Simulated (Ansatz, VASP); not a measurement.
**Be in VASP and in Ansatz**

The input INCAR:

```
ALGO     = Normal         # electronic algorithm
EDIFF    = 1E-6           # SCF threshold, eV
ENCUT    = 520            # plane-wave cutoff, eV
GGA      = PE             # functional
ISIF     = 2              # what is computed and relaxed
ISMEAR   = -1             # smearing method
LASPH    = T              # aspherical terms in the spheres
LCHARG   = F              # write CHGCAR
LREAL    = F              # projectors in reciprocal space
LWAVE    = F              # write WAVECAR
NBANDS   = 9              # bands
NELM     = 60             # most SCF steps
PREC     = Accurate       # precision mode
SIGMA    = 0.2            # smearing width, eV
```

File KPOINTS:

```
k-points
0
Gamma
  16 16 9
```

The input POSCAR:

```
Be
1.0
    2.2656737714      0.0000000000      0.0000000000
   -1.1328368857      1.9621310427      0.0000000000
    0.0000000000      0.0000000000      3.5587036811
Be
2
Direct
    0.3333333333      0.6666666667      0.2500000000
    0.6666666667      0.3333333333      0.7500000000
```

Input for Ansatz:

```yaml
crystal:
  lattice:
    - [2.2656737714, 0.0, 0.0]
    - [-1.1328368857, 1.9621310427, 0.0]
    - [0.0, 0.0, 3.5587036811]
  atoms:
    - { symbol: Be, position: [0.3333333333, 0.6666666667, 0.25] }
    - { symbol: Be, position: [0.6666666667, 0.3333333333, 0.75] }
hamiltonian:
  xc: pbe
  pseudopotentials:
    kind: paw
    azcp:
      Be: "pseudopotentials/Be.paw.azcp"
basis:
  ecutwfc: 420
  fft_grid_basis: typed
kpoints:
  mp_grid: { grid: [16, 16, 9], shift: [0, 0, 0] }
magnetization:
  spin_polarized: false
scf:
  occupations: { method: fermi_dirac, width: 0.2 }
  lower_state_search: "off"
output:
  stress: true
  write_density: true
  write_potential: true
  elf: true
  volumetric_format: npy
```

Alike in both runs: task single point; functional PBE; k mesh 16 × 16 × 9; occupations fermi-dirac, width 0.2 eV; no spin polarisation.

|  | VASP | Ansatz |
| --- | --- | --- |
| version | VASP 6.6.1 | Ansatz 0.2.0 |
| potentials or method | VASP PAW PBE potentials, release 64 (Be) | plane waves (420 eV) with PAW, scalar-relativistic |
| plane-wave cutoff (eV) | 520 | 420 |
| valence electrons in the cell | 4 | 4 |

VASP gave:

| Item | Value |
| --- | --- |
| pressure (GPa) | 0.2 |
| largest component of the traceless stress (GPa) | 0.18 |

Task: Which values does Ansatz return?

Result: Pressure (GPa): 0.0; largest component of the traceless stress (GPa): 0.15.

The functional is the same, so the differences come from potentials, cutoffs and numerics.
